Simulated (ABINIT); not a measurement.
Write the native input for ABINIT 10.8.3 (patched build) that does the following.

```
Task                                            : equation of state
Functional                                      : revPBE
Potentials or basis                             : JTH PAW PBE v2.0
Cutoff                                          : 408 eV
k mesh                                          : 11 × 11 × 11
Occupations                                     : fermi-dirac, width 0.05 eV
Spin                                            : no spin polarisation
Fine-grid cutoff                                : 816.342 eV
Exchange and correlation inside the PAW spheres : full angular mesh (pawxcdev 0, this build's default; the released program takes 1)
```

Crystal: Ta.

```
Ta
1.0
    -1.65128    1.65128    1.65128
     1.65128   -1.65128    1.65128
     1.65128    1.65128   -1.65128
Ta
1
Cartesian
  0.0000 0.0000 0.0000
```

The input as run:

run.abi

```
# Datasets: one volume each
ndtset 7
getwfk -1
scalecart1 3*0.9795861087
scalecart2 3*0.9864848297
scalecart3 3*0.9932883884
scalecart4 3*1.0000000000
scalecart5 3*1.0066227096
scalecart6 3*1.0131594038
scalecart7 3*1.0196128224

# Pseudopotentials
pp_dirpath "./"
pseudos "Ta.GGA_PBE-JTH.xml"

# Structure
acell 3*1.0 Angstrom
rprim
    -1.6512800000     1.6512800000     1.6512800000
     1.6512800000    -1.6512800000     1.6512800000
     1.6512800000     1.6512800000    -1.6512800000
ntypat 1
znucl 73
natom 1
typat 1
xred
     0.0000000000     0.0000000000     0.0000000000

# Plane-wave basis
ecut 408.170794 eV
pawecutdg 30.0

# k points
kptopt 1
ngkpt 11 11 11
nshiftk 1
shiftk 0.0 0.0 0.0

# Exchange and correlation
ixc 14

# Bands and occupations
nband 11
occopt 3
tsmear 0.00183747

# SCF cycle
nstep 100
tolvrs 1.0e-9

# Output
iomode 3
prtwf 1
prtden 0
prteig 0
prtebands 0
```

Potentials or basis: JTH PAW PBE v2.0.

Run with:

```console
$ abinit run.abi > log 2>&1
```

Results of the run:

```
Equilibrium volume                      : 18.49 Å³/atom
Bulk modulus                            : 189 GPa
Pressure derivative of the bulk modulus : 3.8
```

Caveat: the cutoff is too short for stress, so the log's stress isn't used; pressures at fixed basis lie under the slope of the energies; the PAW data sets were made with another functional, which shifts forces and pressure a little.

It took 35 s on 1 thread of Arm Neoverse V1 (shared host), peak memory 0.12 GiB.
